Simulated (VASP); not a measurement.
# How a change of volume changes BAs (F-43m)

Wanted: the response of BAs to a change of volume, as a table, with a fit that predicts a row left out.

Main program and level: VASP 6.6.1; LDA; plane waves and PAW (B, As), in the first sound run; inputs show where later runs differ.

## (1) Set-up

The structure is cubic, space group F-43m (No. 216). The conventional cell has a = 4.777 Å, b = 4.777 Å, c = 4.777 Å, α = 90.00°, β = 90.00°, γ = 90.00°. Nearest to B lie 4 As at 2.07 Å. Nearest to As lie 4 B at 2.07 Å. Farther neighbours are not listed.

## (2) Relax the crystal, LDA

The series starts from the cell that this level prefers, so that zero strain is near zero stress.

This step took 2 runs in a row; the last is shown.

Level: LDA; plane waves and PAW (B, As).

The input, INCAR:

```
SYSTEM = BAs
PREC = Accurate
ENCUT = 480
EDIFF = 1E-07
NELM = 120
ISMEAR = 0
SIGMA = 0.02
LREAL = .FALSE.
ALGO = Normal
GGA = CA
NBANDS = 10
LASPH = .TRUE.
LORBIT = 11
LWAVE = .FALSE.
LCHARG = .FALSE.
KPAR = 16
IBRION = 2
NSW = 40
ISIF = 3
EDIFFG = -0.005
POTIM = 0.4
```

The input, POSCAR:

```
BAs
1.0
    0.0000000000      2.3711864423      2.3711864423
    2.3711864423      0.0000000000      2.3711864423
    2.3711864423      2.3711864423      0.0000000000
B As
1 1
Direct
    0.0000000000      0.0000000000      0.0000000000
    0.2500000000      0.2500000000      0.2500000000
```

The input, KPOINTS:

```
Automatic mesh
0
Gamma
11 11 11
0 0 0
```

The projector-augmented-wave data sets are B and As (LDA family, release 64).

The run is started by

```sh
mpirun -np 16 vasp_std
```

Output:

```text
[banner, memory and clock lines left out]
running   16 mpi-ranks, on    1 nodes
[...]
|                                                                             |
|           W    W    AA    RRRRR   N    N  II  N    N   GGGG   !!!           |
|           W    W   A  A   R    R  NN   N  II  NN   N  G    G  !!!           |
|           W    W  A    A  R    R  N N  N  II  N N  N  G       !!!           |
|           W WW W  AAAAAA  RRRRR   N  N N  II  N  N N  G  GGG   !            |
|           WW  WW  A    A  R   R   N   NN  II  N   NN  G    G                |
|           W    W  A    A  R    R  N    N  II  N    N   GGGG   !!!           |
|                                                                             |
|     For optimal performance we recommend to set                             |
|       NCORE = 2 up to number-of-cores-per-socket                            |
|     NCORE specifies how many cores store one orbital (NPAR=cpu/NCORE).      |
|     This setting can greatly improve the performance of VASP for DFT.       |
[...]
|     Unfortunately you need to use the default for GW and RPA                |
|     calculations (for HF NCORE is supported but not extensively tested      |
|     yet).                                                                   |
|                                                                             |

 LDA part: xc-table for (Slater(with rela. corr.)+CA(PZ))
 , standard interpolation
 POSCAR, INCAR and KPOINTS ok, starting setup
[...]
entering main loop
       N       E                     dE             d eps       ncg     rms          rms(c)
DAV:   1     0.116236973692E+02    0.11624E+02   -0.37856E+03  1120   0.671E+02
DAV:   2    -0.129845126785E+02   -0.24608E+02   -0.23448E+02  1546   0.106E+02
DAV:   3    -0.136938673852E+02   -0.70935E+00   -0.70778E+00  1340   0.180E+01
DAV:   4    -0.136959049849E+02   -0.20376E-02   -0.20375E-02  1350   0.105E+00
[...]
DAV:  11    -0.129262887899E+02   -0.13916E-05   -0.16086E-06  1362   0.929E-03    0.130E-02
DAV:  12    -0.129262886184E+02    0.17144E-06   -0.80753E-07  1244   0.399E-03    0.292E-03
DAV:  13    -0.129262886225E+02   -0.40383E-08   -0.29093E-08   710   0.126E-03
   1 F= -.12926289E+02 E0= -.12926289E+02  d E =-.129263E+02
[...]
reached required accuracy - stopping structural energy minimisation
```

Elapsed: 2.4 s, on 16 MPI ranks of Intel Xeon 6975P-C (Granite Rapids), shared host; peak memory 2.1 GiB; 23 s of CPU time.

The logs omit lines about the potential files and the build; timing stands in the text.

OUTCAR, selected parts (step 2):

```text
  Total        0.0001635      0.0001635      0.0001635      0.0000000      0.0000000      0.0000000
  in kB        0.0098260      0.0098260      0.0098260      0.0000000      0.0000000      0.0000000
  external PRESSURE =       0.0098260 kB  Pullay stress =       0.0000000 kB

 POSITION                                       TOTAL-FORCE (eV/Angst)
 -----------------------------------------------------------------------------------
      0.00000      0.00000      0.00000        -0.000000     -0.000000     -0.000000
      1.18559      1.18559      1.18559         0.000000      0.000000      0.000000
 -----------------------------------------------------------------------------------
    total drift:                                0.000000      0.000000      0.000000

  FREE ENERGIE OF THE ION-ELECTRON SYSTEM (eV)
  ---------------------------------------------------
  free  energy   TOTEN  =       -12.9262886225 eV

  energy  without entropy=      -12.9262886225  energy(sigma->0) =      -12.92628862

 reached required accuracy - stopping structural energy minimisation

[... 3 further parts left out ...]
[key lines of the parts left out:]
E-fermi :   6.5873
```

Read from the output:

| Property | Result |
| --- | --- |
| energy(sigma→0) of the program | -12.9263 eV |
| stress, compression positive | xx, yy, zz 0.00, 0.00, 0.00 GPa |
| volume | 26.664 Å³ |
| ionic steps | 1 |

## (3) Relax at fixed volume, LDA

One member in full: the volume is scaled by 0.97, and the cell is held.

Level: LDA; plane waves and PAW (B, As).

Changes to INCAR since step 2:

```diff
@@ -15,7 +15,8 @@
 LCHARG = .FALSE.
-KPAR = 16
+KPAR = 4
 IBRION = 2
 NSW = 40
-ISIF = 3
-EDIFFG = -0.005
+ISIF = 2
+EDIFFG = -0.004
 POTIM = 0.4
+MAXMIX = 40
```

The input, POSCAR:

```
BAs
1.0
    0.0000000000      2.3472334264      2.3472334264
    2.3472334264      0.0000000000      2.3472334264
    2.3472334264      2.3472334264      0.0000000000
B As
1 1
Direct
    0.0000000000      0.0000000000      0.0000000000
    0.2500000000      0.2500000000      0.2500000000
```

KPOINTS is that of step 2.

The run is started by

```sh
mpirun -np 4 vasp_std
```

Output:

```text
[banner, memory and clock lines left out]
running    4 mpi-ranks, on    1 nodes
[...]
LDA part: xc-table for (Slater(with rela. corr.)+CA(PZ))
 , standard interpolation
 POSCAR, INCAR and KPOINTS ok, starting setup
[...]
entering main loop
       N       E                     dE             d eps       ncg     rms          rms(c)
DAV:   1     0.109168547044E+02    0.10917E+02   -0.37837E+03  1120   0.675E+02
DAV:   2    -0.131255680081E+02   -0.24042E+02   -0.23296E+02  1544   0.108E+02
DAV:   3    -0.137513950914E+02   -0.62583E+00   -0.62490E+00  1326   0.172E+01
DAV:   4    -0.137532253322E+02   -0.18302E-02   -0.18301E-02  1350   0.101E+00
[...]
DAV:  11    -0.129144719158E+02   -0.13704E-05   -0.16521E-06  1346   0.945E-03    0.138E-02
DAV:  12    -0.129144717468E+02    0.16898E-06   -0.75743E-07  1234   0.390E-03    0.302E-03
DAV:  13    -0.129144717506E+02   -0.38130E-08   -0.26499E-08   712   0.122E-03
   1 F= -.12914472E+02 E0= -.12914472E+02  d E =-.129145E+02
[...]
reached required accuracy - stopping structural energy minimisation
```

The job ended after 2.6 s (4 MPI ranks; peak memory 0.49 GiB).

From OUTCAR (step 3):

```text
  Total        0.7721026      0.7721026      0.7721026      0.0000000      0.0000000      0.0000000
  in kB       47.8285022     47.8285022     47.8285022      0.0000000      0.0000000      0.0000000
  external PRESSURE =      47.8285022 kB  Pullay stress =       0.0000000 kB

 POSITION                                       TOTAL-FORCE (eV/Angst)
 -----------------------------------------------------------------------------------
      0.00000      0.00000      0.00000         0.000000     -0.000000      0.000000
      1.17362      1.17362      1.17362        -0.000000      0.000000     -0.000000
 -----------------------------------------------------------------------------------
    total drift:                                0.000000      0.000000      0.000000

  FREE ENERGIE OF THE ION-ELECTRON SYSTEM (eV)
  ---------------------------------------------------
  free  energy   TOTEN  =       -12.9144717506 eV

  energy  without entropy=      -12.9144717506  energy(sigma->0) =      -12.91447175

[... 2 parts as in an earlier step ...]

[... 2 further parts left out ...]
[key lines of the parts left out:]
E-fermi :   6.9121
```

Numbers from this step:

| Item | Value |
| --- | --- |
| energy(sigma→0) of the program | -12.9145 eV |
| stress, compression positive | xx, yy, zz 4.78, 4.78, 4.78 GPa |
| ionic steps | 1 |

## (4) Band edges, TB-mBJ with spin-orbit coupling

Short lines in KPOINTS_OPT sample the zone centre, for masses, and the other valleys.

Level: TB-mBJ, spin-orbit coupling; plane waves and PAW (B, As).

TB-mBJ has no energy functional, so the total energy, stress and pressure in this output mean nothing.

The input, INCAR:

```
SYSTEM = BAs
PREC = Accurate
ENCUT = 480
EDIFF = 1E-06
NELM = 150
ISMEAR = 0
SIGMA = 0.02
LREAL = .FALSE.
ALGO = Normal
METAGGA = MBJ
LASPH = .TRUE.
LNONCOLLINEAR = .TRUE.
MAGMOM = 0 0 0 0 0 0
NBANDS = 18
GGA_COMPAT = .FALSE.
LSORBIT = .TRUE.
LWAVE = .FALSE.
LCHARG = .FALSE.
KPAR = 4
```

POSCAR is that of step 3.

The input, KPOINTS:

```
Automatic mesh
0
Gamma
9 9 9
0 0 0
```

The input, KPOINTS_OPT:

```
Line mode
6
Line-mode
Reciprocal
  0.00000000   0.00000000   0.00000000
  0.01867869   0.01867869   0.00000000

  0.00000000   0.00000000   0.00000000
 -0.00000000  -0.01867869  -0.01867869

  0.31000000   0.31000000   0.00000000
  0.50000000   0.50000000   0.00000000

  0.00000000   0.31000000   0.31000000
  0.00000000   0.50000000   0.50000000

  0.45000000   0.45000000   0.45000000
  0.50000000   0.50000000   0.50000000

  0.45000000   0.00000000   0.00000000
  0.50000000   0.00000000   0.00000000

  0.42500000   0.42500000   0.00000000
  0.42500000   0.44367869   0.01867869

  0.50000000   0.50000000   0.50000000
  0.48679217   0.51320783   0.50000000
```

The run is started by

```sh
mpirun -np 4 vasp_ncl
```

Output:

```text
[banner, memory and clock lines left out]
running    4 mpi-ranks, on    1 nodes
[...]
|                                                                             |
|               ----> ADVICE to this user running VASP <----                  |
|                                                                             |
|     You enforced a specific xc type in the INCAR file but a different       |
|     [... a line on the potential file left out ...]
|     I HOPE YOU KNOW WHAT YOU ARE DOING!                                     |
|                                                                             |

 LDA part: xc-table for (None), standard interpolation
 POSCAR, INCAR and KPOINTS ok, starting setup
[...]
entering main loop
       N       E                     dE             d eps       ncg     rms          rms(c)
DAV:   1    -0.827320965425E+01   -0.82732E+01   -0.32253E+03  1980   0.748E+02
DAV:   2    -0.351373257514E+02   -0.26864E+02   -0.24634E+02  2788   0.134E+02
DAV:   3    -0.362792796769E+02   -0.11420E+01   -0.11306E+01  2432   0.245E+01
DAV:   4    -0.362836285415E+02   -0.43489E-02   -0.43466E-02  2322   0.166E+00
[...]
DAV:  29    -0.330569281583E+02   -0.60648E-05   -0.25278E-10  1014   0.152E-04    0.264E-05
DAV:  30    -0.330569336983E+02   -0.55399E-05   -0.81135E-11  1014   0.838E-05    0.269E-05
DAV:  31    -0.330569335805E+02    0.11780E-06   -0.98737E-12  1014   0.316E-05
   1 F= -.33056934E+02 E0= -.33056934E+02  d E =-.119805E-27  mag=    -0.0000    -0.0000    -0.0000
 Start KPOINTS_OPT (optional k-point list driver)
k-point batch [1-48\48]
       N       E                     dE             ncg
DAV:   1     0.183358394996E+04   -0.80243E+04     1728
DAV:   2     0.393936211332E+03   -0.14396E+04     2412
DAV:   3     0.336110664712E+03   -0.57826E+02     2128
DAV:   4     0.335847682945E+03   -0.26298E+00     2050
DAV:   5     0.335846910340E+03   -0.77260E-03     1894
DAV:   6     0.335846906738E+03   -0.36025E-05     1862
DAV:   7     0.335846906676E+03   -0.61547E-07     1548
```

Elapsed: 41 s, on 4 MPI ranks; peak memory 0.97 GiB; 2.2 min of CPU time.

OUTCAR, selected parts (step 4):

```text
  LATTYP: Found a face centered cubic cell.
 ALAT       =     4.6944668528

 Subroutine GETGRP returns: Found 24 space group operations
 (whereof 24 operations were pure point group operations)

The static configuration has the point symmetry T_d .

 Found     55 irreducible k-points:

   k-points           NKPTS =     55   k-points in BZ     NKDIM =     55   number of bands    NBANDS=     18

   dimension x,y,z NGX =    24 NGY =   24 NGZ =   24
   dimension x,y,z NGXF=    48 NGYF=   48 NGZF=   48

   ENCUT  =  480.0 eV  35.28 Ry    5.94 a.u.   5.93  5.93  5.93*2*pi/ulx,y,z

   NELECT =       8.0000    total number of electrons

 E-fermi :   7.0207

 k-point     1 :       0.0000    0.0000    0.0000
  band No.  band energies     occupation
    ...
      4       6.6713      1.00000
      5       6.8739      1.00000
      6       6.8739      1.00000
      7       6.8739      1.00000
      8       6.8739      1.00000
      9      10.5275      0.00000
     10      10.5275      0.00000
     11      10.7371      0.00000
     12      10.7371      0.00000
     13      10.7371      0.00000
    ...

 k-point     2 :       0.1111    0.0000    0.0000
  band No.  band energies     occupation
    ...
      4       5.2048      1.00000
      5       6.3961      1.00000
      6       6.3961      1.00000
      7       6.5243      1.00000
      8       6.5262      1.00000
      9      10.9105      0.00000
     10      10.9105      0.00000
     11      11.1177      0.00000
     12      11.1177      0.00000
     13      11.2179      0.00000
    ...

  Total       12.3069048     12.3069048     12.3069048     -0.0000000      0.0000000      0.0000000
  in kB      762.3608471    762.3608471    762.3608471     -0.0000000      0.0000000      0.0000000
  external PRESSURE =     762.3608471 kB  Pullay stress =       0.0000000 kB

 POSITION                                       TOTAL-FORCE (eV/Angst)
 -----------------------------------------------------------------------------------
      0.00000      0.00000      0.00000         0.000000      0.000000      0.000000
      1.17362      1.17362      1.17362        -0.000000     -0.000000     -0.000000
 -----------------------------------------------------------------------------------
    total drift:                                0.000000      0.000000      0.000000

  FREE ENERGIE OF THE ION-ELECTRON SYSTEM (eV)
  ---------------------------------------------------
  free  energy   TOTEN  =       -33.0569335805 eV

  energy  without entropy=      -33.0569335805  energy(sigma->0) =      -33.05693358

 Spin-Orbit-Coupling matrix elements
 Ion:    1  E_soc:     -0.0000081
 Ion:    2  E_soc:     -0.0205274

[... 1 part as in an earlier step ...]

[... 7 further parts left out ...]
```

## (5) Band edges, r2SCAN

Short lines in KPOINTS_OPT sample the zone centre, for masses, and the other valleys.

Level: r2SCAN; plane waves and PAW (B, As).

The input, INCAR:

```
SYSTEM = BAs
PREC = Accurate
ENCUT = 480
EDIFF = 1E-06
NELM = 100
ISMEAR = 0
SIGMA = 0.02
LREAL = .FALSE.
ALGO = Normal
METAGGA = R2SCAN
LASPH = .TRUE.
NBANDS = 9
LWAVE = .FALSE.
LCHARG = .FALSE.
KPAR = 4
```

POSCAR is that of step 4.

KPOINTS is that of step 4.

KPOINTS_OPT is that of step 4.

The run is started by

```sh
mpirun -np 4 vasp_std
```

Output:

```text
[banner, memory and clock lines left out]
running    4 mpi-ranks, on    1 nodes
[...]
[... a notice as in an earlier step ...]

 LDA part: xc-table for (None), standard interpolation
 POSCAR, INCAR and KPOINTS ok, starting setup
[...]
entering main loop
       N       E                     dE             d eps       ncg     rms          rms(c)
DAV:   1    -0.147804404579E+03   -0.14780E+03   -0.39398E+03   630   0.766E+02
DAV:   2    -0.171527203566E+03   -0.23723E+02   -0.23254E+02   924   0.110E+02
DAV:   3    -0.172027975469E+03   -0.50077E+00   -0.50023E+00   761   0.175E+01
DAV:   4    -0.172029068753E+03   -0.10933E-02   -0.10932E-02   807   0.863E-01
[...]
DAV:   9    -0.170350461687E+03   -0.25510E-03   -0.41646E-04   731   0.183E-01    0.456E-02
DAV:  10    -0.170350522300E+03   -0.60613E-04   -0.41375E-05   690   0.675E-02    0.142E-02
DAV:  11    -0.170350522328E+03   -0.27985E-07   -0.37655E-06   759   0.189E-02
   1 F= -.17035052E+03 E0= -.17035052E+03  d E =-.343232E-20
 Start KPOINTS_OPT (optional k-point list driver)
k-point batch [1-35\48]
       N       E                     dE             ncg
DAV:   1     0.117939167735E+04   -0.57999E+04      630
DAV:   2     0.252976218612E+03   -0.92642E+03      999
DAV:   3     0.237737124674E+03   -0.15239E+02      777
DAV:   4     0.237707030682E+03   -0.30094E-01      774
DAV:   5     0.237706982250E+03   -0.48432E-04      697
DAV:   6     0.237706982104E+03   -0.14572E-06      689
k-point batch [36-48\48]
       N       E                     dE             ncg
DAV:   1     0.660906112298E+04   -0.36996E+04      234
DAV:   2     0.626676414115E+04   -0.34230E+03      349
DAV:   3     0.626134102451E+04   -0.54231E+01      266
DAV:   4     0.626132954718E+04   -0.11477E-01      317
DAV:   5     0.626132953768E+04   -0.94993E-05      266
DAV:   6     0.626132953765E+04   -0.31478E-07      294
```

It took 7.2 s on 4 MPI ranks; peak memory 0.51 GiB; 23 s of CPU time.

From OUTCAR (step 5):

```text
  Total        1.4031635      1.4031635      1.4031635      0.0000000      0.0000000      0.0000000
  in kB       86.9200591     86.9200591     86.9200591      0.0000000      0.0000000      0.0000000
  external PRESSURE =      86.9200591 kB  Pullay stress =       0.0000000 kB

  FREE ENERGIE OF THE ION-ELECTRON SYSTEM (eV)
  ---------------------------------------------------
  free  energy   TOTEN  =      -170.3505223284 eV

  energy  without entropy=     -170.3505223284  energy(sigma->0) =     -170.35052233

[... 2 parts as in an earlier step ...]

[... 2 further parts left out ...]
[key lines of the parts left out:]
E-fermi :   7.0421
```

This run gave:

| Item | Value |
| --- | --- |
| energy(sigma→0) of the program | -170.3505 eV |
| stress, compression positive | xx, yy, zz 8.69, 8.69, 8.69 GPa |

The run ends at a pressure of 8.69 GPa.

(Continued in part 2 of 2.)

[Lines on the potential files, build, host, timing and source positions are cut from VASP's logs without a mark.]

[Logs are printed without paths, hosts, clocks, repeated set-up lines and the standing remarks that a program may print on its own settings, such as how far it seeks lower states.]

[Hosts, paths, dates, database ids (printed as entryN), source tags and the programs' standing remarks are cut or masked in the printed files.]

[In band tables of VASP the shares of atoms and orbitals are scaled to a sum of 1 inside the atoms' spheres.]
